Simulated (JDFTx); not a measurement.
## CsBr under changes of volume

One of the cells (40.468 Å³/atom); the others are scaled copies at fixed shape and fractional positions:

```
Cs Br
1.0
     4.32562    0.00000    0.00000
     0.00000    4.32562    0.00000
     0.00000    0.00000    4.32562
Cs Br
1 1
Direct
  0.00000 0.00000 0.00000
  0.50000 0.50000 0.50000
```

The cell comes from a database or a generator and needn't be the stable form of this composition.

* Program: JDFTx 1.7.0 (patched build)
* Functional: PBEsol
* Potentials or basis: PseudoDojo-SR-PBEsol-0.4.1-standard with smoothed tails
* Cutoff: 680 eV
* Density cutoff: 5442 eV
* k mesh: 6 × 6 × 6
* Occupations: fermi-dirac, width 0.05 eV
* Spin: no spin polarisation

```tsv
volume (Å³/atom)	energy over the lowest point (meV/atom)	pressure (GPa)	gap on the mesh (eV)
38.040	0.00	0.0	4.46
38.850	0.66	-0.3	4.38
39.659	2.84	-0.6	4.31
40.468	6.33	-0.8	4.23
41.278	10.96	-1.0	4.16
42.087	?	?	?
42.896	23.12	-1.4	4.03
```

Q: What does the run at 42.087 Å³/atom give?

A: Energy over the lowest point 16.61 meV/atom; pressure -1.2 GPa; gap on the mesh 4.09 eV.

Worked out: A Birch-Murnaghan fit of order 3 (a polynomial in V^(-2/3)) to the other rows has its minimum at 38.11 Å³/atom with B0 = V·E''(V) = 15.8 GPa and B' = 5.3. It gives 16.61 meV/atom at 42.087 Å³/atom, against the run's 16.61, and -dE/dV = -1.2 GPa, against -1.2. A straight line through the other rows of the gap, of slope -3.59 eV per unit of ln V, gives 4.09 eV, against the run's 4.09.

Energies are extrapolated to zero smearing.

Caveats: spin-orbit coupling is left out, which moves the levels of the heavy elements.
